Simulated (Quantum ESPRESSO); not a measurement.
# C in Quantum ESPRESSO: phonons with LDA

Aim: the phonons of C with LDA.

Program: Quantum ESPRESSO 7.5. These are calculated values, not measurements. Logs are shortened: lines on timing, memory, paths and dates and some standing lists are left out, and cuts for length are marked.

## Step 1: Starting point

The cell holds a slab with vacuum, 2 atoms: a = 2.435 Å, b = 2.435 Å, c = 14.000 Å, α = 90.00°, β = 90.00°, γ = 120.00°.

The cell was built by a generator and needn't be a form met in nature.

## Step 2: Phonons, LDA

File pw.in:

```
&CONTROL
  calculation = 'scf'
  prefix = 'pwscf'
  outdir = './tmp'
  pseudo_dir = './pseudo'
  tprnfor = .true.
  tstress = .true.
  disk_io = 'low'
/
&SYSTEM
  ibrav = 0
  celldm(1) = 8
  nat = 2
  ntyp = 1
  ecutwfc = 82
  nbnd = 9
  occupations = 'smearing'
  smearing = 'gaussian'
  degauss = 0.0110248
/
&ELECTRONS
  conv_thr = 4d-10
  electron_maxstep = 120
  mixing_beta = 0.5
/
ATOMIC_SPECIES
C     12.0110 C.upf
CELL_PARAMETERS alat
  0.5752798754892   0.0000000000000   0.0000000000000
 -0.2876399377446   0.4982069864596   0.0000000000000
  0.0000000000000   0.0000000000000   3.3070207180951
ATOMIC_POSITIONS crystal
C      0.3333333333    0.6666666667    0.5000000000
C      0.6666666667    0.3333333333    0.5000000000
K_POINTS automatic
30 30 1 0 0 0
```

File scf2.in:

```
&CONTROL
  calculation = 'scf'
  prefix = 'pwscf'
  outdir = './tmp'
  pseudo_dir = './pseudo'
  tprnfor = .true.
  tstress = .true.
  disk_io = 'low'
/
&SYSTEM
  ibrav = 0
  celldm(1) = 8
  nat = 2
  ntyp = 1
  ecutwfc = 82
  nbnd = 9
  occupations = 'smearing'
  smearing = 'gaussian'
  degauss = 0.0110248
/
&ELECTRONS
  conv_thr = 1d-13
  electron_maxstep = 120
  mixing_beta = 0.5
  startingpot = 'file'
  startingwfc = 'file'
/
ATOMIC_SPECIES
C     12.0110 C.upf
CELL_PARAMETERS alat
  0.5752798754892   0.0000000000000   0.0000000000000
 -0.2876399377446   0.4982069864596   0.0000000000000
  0.0000000000000   0.0000000000000   3.3070207180951
ATOMIC_POSITIONS crystal
C      0.3333333333    0.6666666667    0.5000000000
C      0.6666666667    0.3333333333    0.5000000000
K_POINTS automatic
30 30 1 0 0 0
```

File ph.in:

```
phonons of C
&INPUTPH
  prefix = 'pwscf'
  outdir = './tmp'
  tr2_ph = 1d-18
  fildyn = 'dyn'
  niter_ph = 90
  alpha_mix(1) = 0.4
/
0.0000000000 0.0000000000 0.0000000000
```

File dynmat.in:

```
&INPUT
  fildyn = 'dyn'
  asr = 'crystal'
  filout = 'dynmat.disp'
  fileig = 'dynmat.eig'
/
```

Potentials or basis: PseudoDojo 0.4.1 SR LDA standard.

Run with:

```console
OMP_NUM_THREADS=1 mpirun -n 4 pw.x -nk 4 -in pw.in > pw.out
OMP_NUM_THREADS=1 mpirun -n 4 pw.x -nk 4 -in scf2.in > scf2.out
OMP_NUM_THREADS=1 mpirun -n 4 ph.x -nk 4 -in ph.in > ph.out
OMP_NUM_THREADS=1 mpirun -n 1 dynmat.x -in dynmat.in > dynmat.out
```

pw.out:

```text
This program is part of the open-source Quantum ESPRESSO suite
     for quantum simulation of materials; please cite
         "P. Giannozzi et al., J. Phys.:Condens. Matter 21 395502 (2009);
         "P. Giannozzi et al., J. Phys.:Condens. Matter 29 465901 (2017);
         "P. Giannozzi et al., J. Chem. Phys. 152 154105 (2020);
     in publications or presentations arising from this work. More details at

     Message from routine setup:
     using ibrav=0 with symmetry is DISCOURAGED, use correct ibrav instead

     K-points division:     npool     =       4
     Subspace diagonalization in iterative solution of the eigenvalue problem:
     a serial algorithm will be used

     G-vector sticks info
     --------------------
     sticks:   dense  smooth     PW     G-vecs:    dense   smooth      PW
     Sum         475     475    151                48567    48567    8153

     Using Slab Decomposition

     bravais-lattice index     =            0
     lattice parameter (alat)  =       8.0000  a.u.
     unit-cell volume          =     485.2839 (a.u.)^3
     number of atoms/cell      =            2
     number of atomic types    =            1
     number of electrons       =         8.00
     number of Kohn-Sham states=            9
     kinetic-energy cutoff     =      82.0000  Ry
     charge density cutoff     =     328.0000  Ry
     scf convergence threshold =      4.0E-10
     mixing beta               =       0.5000
     number of iterations used =            8  plain     mixing
     Exchange-correlation= SLA  PW   NOGX NOGC
                           (   1   4   0   0   0   0   0)

     celldm(1)=   8.000000  celldm(2)=   0.000000  celldm(3)=   0.000000
     celldm(4)=   0.000000  celldm(5)=   0.000000  celldm(6)=   0.000000

     crystal axes: (cart. coord. in units of alat)
               a(1) = (   0.575280   0.000000   0.000000 )
               a(2) = (  -0.287640   0.498207   0.000000 )
               a(3) = (   0.000000   0.000000   3.307021 )

     reciprocal axes: (cart. coord. in units 2 pi/alat)
               b(1) = (  1.738284  1.003599 -0.000000 )
               b(2) = (  0.000000  2.007198  0.000000 )
               b(3) = (  0.000000 -0.000000  0.302387 )

     PseudoPot. # 1 for C  read from file:
     C.upf
     Pseudo is Norm-conserving + core correction, Zval =  4.0
     Generated using ONCVPSP code by D. R. Hamann
     Using radial grid of 1234 points,  4 beta functions with:
                l(1) =   0
                l(2) =   0
                l(3) =   1
                l(4) =   1

     atomic species   valence    mass     pseudopotential
     C                 4.00    12.01100     C ( 1.00)

     24 Sym. Ops., with inversion, found

   Cartesian axes

     site n.     atom                  positions (alat units)
         1        C      tau(   1) = (  -0.0000000   0.3321380   1.6535104  )
         2        C      tau(   2) = (   0.2876399   0.1660690   1.6535104  )

     number of k points=    91  Gaussian smearing, width (Ry)=  0.0110
                       cart. coord. in units 2pi/alat
        k(    1) = (   0.0000000   0.0000000   0.0000000), wk =   0.0022222
        k(    2) = (   0.0000000   0.0669066   0.0000000), wk =   0.0133333
        k(    3) = (   0.0000000   0.1338132   0.0000000), wk =   0.0133333
        k(    4) = (   0.0000000   0.2007198   0.0000000), wk =   0.0133333
        k(    5) = (   0.0000000   0.2676264   0.0000000), wk =   0.0133333
        k(    6) = (   0.0000000   0.3345330   0.0000000), wk =   0.0133333
[... 83 lines left out ...]
        k(   90) = (   0.5214853   0.9701456   0.0000000), wk =   0.0266667
        k(   91) = (   0.5794281   1.0035989   0.0000000), wk =   0.0044444

     Dense  grid:    48567 G-vectors     FFT dimensions: (  27,  27, 160)

     Initial potential from superposition of free atoms

     starting charge       7.9999, renormalised to       8.0000

     negative rho (up, down):  1.259E-05 0.000E+00
     Starting wfcs are    8 randomized atomic wfcs +    1 random wfcs

     Self-consistent Calculation

     iteration #  1     ecut=    82.00 Ry     beta= 0.50
     Davidson diagonalization with overlap
     ethr =  1.00E-02,  avg # of iterations =  7.4

     negative rho (up, down):  4.993E-06 0.000E+00

     total energy              =     -24.11022191 Ry
     estimated scf accuracy    <       0.23055429 Ry

     iteration #  2     ecut=    82.00 Ry     beta= 0.50
     Davidson diagonalization with overlap
     ethr =  2.88E-03,  avg # of iterations =  2.9

     negative rho (up, down):  1.054E-06 0.000E+00

     total energy              =     -24.11977506 Ry
     estimated scf accuracy    <       0.01838051 Ry

     iteration #  3     ecut=    82.00 Ry     beta= 0.50
     Davidson diagonalization with overlap
     ethr =  2.30E-04,  avg # of iterations =  6.4

     negative rho (up, down):  2.017E-08 0.000E+00

     total energy              =     -24.12305864 Ry
     estimated scf accuracy    <       0.00057235 Ry

     iteration #  4     ecut=    82.00 Ry     beta= 0.50
     Davidson diagonalization with overlap
     ethr =  7.15E-06,  avg # of iterations =  6.2

     total energy              =     -24.12309222 Ry
     estimated scf accuracy    <       0.00006825 Ry

     iteration #  5     ecut=    82.00 Ry     beta= 0.50
     Davidson diagonalization with overlap
     ethr =  8.53E-07,  avg # of iterations =  3.6

     total energy              =     -24.12310808 Ry
     estimated scf accuracy    <       0.00000158 Ry

     iteration #  6     ecut=    82.00 Ry     beta= 0.50
     Davidson diagonalization with overlap
     ethr =  1.97E-08,  avg # of iterations =  2.4

     total energy              =     -24.12310847 Ry
     estimated scf accuracy    <       0.00000001 Ry

     iteration #  7     ecut=    82.00 Ry     beta= 0.50
     Davidson diagonalization with overlap
     ethr =  1.30E-10,  avg # of iterations =  3.6

     total energy              =     -24.12310849 Ry
     estimated scf accuracy    <          1.6E-09 Ry

     iteration #  8     ecut=    82.00 Ry     beta= 0.50
     Davidson diagonalization with overlap
     ethr =  1.94E-11,  avg # of iterations =  1.9

     End of self-consistent calculation

          k = 0.0000 0.0000 0.0000 (  6113 PWs)   bands (ev):

   -21.2948  -9.5875  -4.6900  -4.6900   1.6058   2.7021   3.2956   5.4367
     6.9199

          k = 0.0000 0.0669 0.0000 (  6135 PWs)   bands (ev):

   -21.2682  -9.5550  -4.7980  -4.7501   1.6420   2.7388   3.3327   5.4731
     6.3958

          k = 0.0000 0.1338 0.0000 (  6147 PWs)   bands (ev):

   -21.1883  -9.4577  -5.1115  -4.9222   1.7509   2.8489   3.4442   5.5821
     6.4969

          k = 0.0000 0.2007 0.0000 (  6143 PWs)   bands (ev):

   -21.0553  -9.2958  -5.6031  -5.1846   1.9323   3.0323   3.6298   5.7635
     6.6601

          k = 0.0000 0.2676 0.0000 (  6121 PWs)   bands (ev):

   -20.8694  -9.0701  -6.2368  -5.5097   2.1864   3.2886   3.8898   6.0168
     6.8513

          k = 0.0000 0.3345 0.0000 (  6111 PWs)   bands (ev):

   -20.6310  -8.7816  -6.9763  -5.8702   2.5130   3.6173   4.2241   6.3399
     6.9403

          k = 0.0000 0.4014 0.0000 (  6105 PWs)   bands (ev):

   -20.3404  -8.4319  -7.7892  -6.2429   2.9120   4.0171   4.6325   6.7114
     6.9130

          k = 0.0000 0.4683 0.0000 (  6099 PWs)   bands (ev):

   -19.9981  -8.6490  -8.0230  -6.6093   3.3829   4.4826   5.1147   6.2337
     6.8379

          k = 0.0000 0.5353 0.0000 (  6100 PWs)   bands (ev):

   -19.6050  -9.5345  -7.5582  -6.9554   3.9251   4.9341   5.4035   5.6695
     6.7419

          k = 0.0000 0.6022 0.0000 (  6084 PWs)   bands (ev):

   -19.1618 -10.4289  -7.2706  -7.0422   4.2920   4.5377   5.7054   6.2857
     6.6519

          k = 0.0000 0.6691 0.0000 (  6070 PWs)   bands (ev):

   -18.6698 -11.3191  -7.5475  -6.4823   3.3452   5.2179   6.3786   6.5131
     7.0304

          k = 0.0000 0.7360 0.0000 (  6066 PWs)   bands (ev):

   -18.1307 -12.1944  -7.7803  -5.8913   2.4105   5.9476   6.4536   7.1320
     7.8001

          k = 0.0000 0.8029 0.0000 (  6078 PWs)   bands (ev):

   -17.5473 -13.0455  -7.9649  -5.2917   1.5308   6.2995   6.8487   7.9541
     8.6510

          k = 0.0000 0.8698 0.0000 (  6090 PWs)   bands (ev):

   -16.9256 -13.8614  -8.0987  -4.7281   0.7607   6.2646   7.7153   8.8386
     9.5763

          k = 0.0000 0.9367 0.0000 (  6076 PWs)   bands (ev):

   -16.2878 -14.6169  -8.1797  -4.2889   0.1951   6.2333   8.6631   9.7743
    10.7299

          k = 0.0000-1.0036 0.0000 (  6054 PWs)   bands (ev):

   -15.8533 -15.0909  -8.2068  -4.1137  -0.0225   6.2222   9.6320   9.7134
    10.5939

          k = 0.0579 0.1004 0.0000 (  6145 PWs)   bands (ev):

   -21.2149  -9.4901  -5.0046  -4.8704   1.7146   2.8122   3.4070   5.5457
     6.4649

          k = 0.0579 0.1673 0.0000 (  6141 PWs)   bands (ev):

   -21.1085  -9.3605  -5.3971  -5.0977   1.8598   2.9590   3.5555   5.6910
     6.5976

          k = 0.0579 0.2342 0.0000 (  6131 PWs)   bands (ev):

   -20.9490  -9.1667  -5.9482  -5.4031   2.0776   3.1788   3.7784   5.9084
     6.7884

          k = 0.0579 0.3011 0.0000 (  6125 PWs)   bands (ev):

   -20.7369  -8.9096  -6.6245  -5.7565   2.3680   3.4714   4.0756   6.1971
     6.9739

          k = 0.0579 0.3680 0.0000 (  6115 PWs)   bands (ev):

   -20.4724  -8.5904  -7.3923  -6.1316   2.7308   3.8359   4.4470   6.5523
     7.0241

          k = 0.0579 0.4349 0.0000 (  6091 PWs)   bands (ev):

   -20.1560  -8.2224  -8.2109  -6.5074   3.1659   4.2699   4.8925   6.6191
     7.0337

          k = 0.0579 0.5018 0.0000 (  6086 PWs)   bands (ev):

   -19.7883  -9.0904  -7.7738  -6.8682   3.6726   4.7583   5.4115   5.7624
     6.9009

          k = 0.0579 0.5687 0.0000 (  6087 PWs)   bands (ev):

   -19.3701  -9.9770  -7.2829  -7.2021   4.2504   4.7222   5.4405   6.0017
     6.8055

          k = 0.0579 0.6356 0.0000 (  6074 PWs)   bands (ev):

   -18.9025 -10.8669  -7.5003  -6.7440   3.8046   4.8976   6.0535   6.5985
     6.7748

          k = 0.0579 0.7025 0.0000 (  6064 PWs)   bands (ev):

   -18.3869 -11.7480  -7.7566  -6.1667   2.8619   5.6097   6.5921   6.7696
     7.4323

          k = 0.0579 0.7694 0.0000 (  6065 PWs)   bands (ev):

   -17.8255 -12.6103  -7.9663  -5.5675   1.9528   6.3150   6.5939   7.5571
     8.2440

          k = 0.0579 0.8363 0.0000 (  6072 PWs)   bands (ev):

   -17.2221 -13.4438  -8.1261  -4.9780   1.1217   6.4019   7.2960   8.4092
     9.1321

          k = 0.0579 0.9032 0.0000 (  6087 PWs)   bands (ev):

   -16.5875 -14.2340  -8.2338  -4.4612   0.4397   6.3649   8.2068   9.3177
    10.0938

          k = 0.0579 0.9701 0.0000 (  6060 PWs)   bands (ev):
[... 261 lines left out ...]
   -16.3471 -12.8599 -11.0444  -3.9197   0.5206   8.5207   8.9722  10.4303
    10.6282

          k = 0.4056 0.9032 0.0000 (  6059 PWs)   bands (ev):

   -15.7389 -13.5374 -11.2109  -3.3610  -0.0966   9.2148   9.4014  10.5535
    11.4061

          k = 0.4056 0.9701 0.0000 (  6070 PWs)   bands (ev):

   -15.1702 -14.1473 -11.2890  -2.9703  -0.5171   9.2820  10.2885  10.5371
    11.2113

          k = 0.4635 0.8029 0.0000 (  6067 PWs)   bands (ev):

   -16.3711 -12.6138 -11.3020  -3.9244   0.5643   8.4855   8.8996  10.4101
    10.8718

          k = 0.4635 0.8698 0.0000 (  6073 PWs)   bands (ev):

   -15.7811 -13.1269 -11.6600  -3.3297  -0.0614   9.0467   9.3323  11.2784
    11.4066

          k = 0.4635 0.9367 0.0000 (  6072 PWs)   bands (ev):

   -15.1855 -13.7077 -11.8465  -2.8010  -0.6081   9.0402  10.2013  11.2989
    11.7318

          k = 0.4635 1.0036 0.0000 (  6068 PWs)   bands (ev):

   -14.7882 -14.1060 -11.9032  -2.5467  -0.8683   9.0231  10.9588  11.0795
    11.3672

          k = 0.5215 0.9032 0.0000 (  6075 PWs)   bands (ev):

   -15.1969 -13.4655 -12.1225  -2.7418  -0.6389   8.9539  10.1674  11.7197
    11.8440

          k = 0.5215 0.9701 0.0000 (  6074 PWs)   bands (ev):

   -14.6469 -13.8942 -12.3539  -2.2378  -1.1361   8.8716  10.9595  11.5550
    11.8387

          k = 0.5794 1.0036 0.0000 (  6078 PWs)   bands (ev):

   -14.1915 -14.1915 -12.5644  -1.6805  -1.6805   8.8071  11.4631  11.4631
    11.8644

     the Fermi energy is    -1.6805 ev

!    total energy              =     -24.12310849 Ry
     estimated scf accuracy    <          3.9E-11 Ry
     smearing contrib. (-TS)   =      -0.00002765 Ry
     internal energy E=F+TS    =     -24.12308084 Ry

     The total energy is F=E-TS. E is the sum of the following terms:
     one-electron contribution =    -147.39245083 Ry
     hartree contribution      =      75.21930595 Ry
     xc contribution           =      -8.59455640 Ry
     ewald contribution        =      56.64462044 Ry

     convergence has been achieved in   8 iterations

     Forces acting on atoms (cartesian axes, Ry/au):

     atom    1 type  1   force =     0.00000000    0.00000000    0.00000000
     atom    2 type  1   force =    -0.00000000   -0.00000000    0.00000000

     Total force =     0.000000     Total SCF correction =     0.000000

     Computing stress (Cartesian axis) and pressure

          total   stress  (Ry/bohr**3)                   (kbar)     P=       10.90
   0.00011252  -0.00000000   0.00000000           16.55       -0.00        0.00
   0.00000000   0.00011252   0.00000000            0.00       16.55        0.00
   0.00000000   0.00000000  -0.00000272            0.00        0.00       -0.40

=------------------------------------------------------------------------------=
   JOB DONE.
=------------------------------------------------------------------------------=
```

Wall time 4.1 min (4 MPI ranks of Intel Xeon Platinum 8259CL at 2.50GHz (Skylake/Cascade Lake), shared host); peak memory 0.4 GiB.

Results:

| Property | Result |
| --- | --- |
| Free energy | -328.2116 eV |
| Band gap on the k mesh | none (metal or under the smearing width) |
| Highest phonon frequency at Γ | 1619 cm⁻¹ |

Stress tensor (GPa, compression positive):
```
 1.66  0.00  0.00
 0.00  1.66  0.00
 0.00  0.00 -0.04
```

Levels at points of the mesh, in eV from the Fermi level:
```
            k point  band 2  band 3  band 4  band 5  band 6  band 7
 (0.00, 0.00, 0.00)   -7.91   -3.01   -3.01    3.29    4.38    4.98
(0.00, -0.50, 0.00)  -13.41   -6.53   -2.43    1.66    7.90   11.31
```

Phonon frequencies in cm⁻¹ (negative: imaginary):
```
              q point           frequencies
(0.000, 0.000, 0.000)  -1 0 0 895 1619 1619
```

Optical modes at Γ, degenerate ones joined:
```tsv
cm⁻¹	components	symmetry	active in
895	1	B1g	silent
1619	2	E2g	Raman
```

Caveat: the mesh is thin for the phonons of a metal.
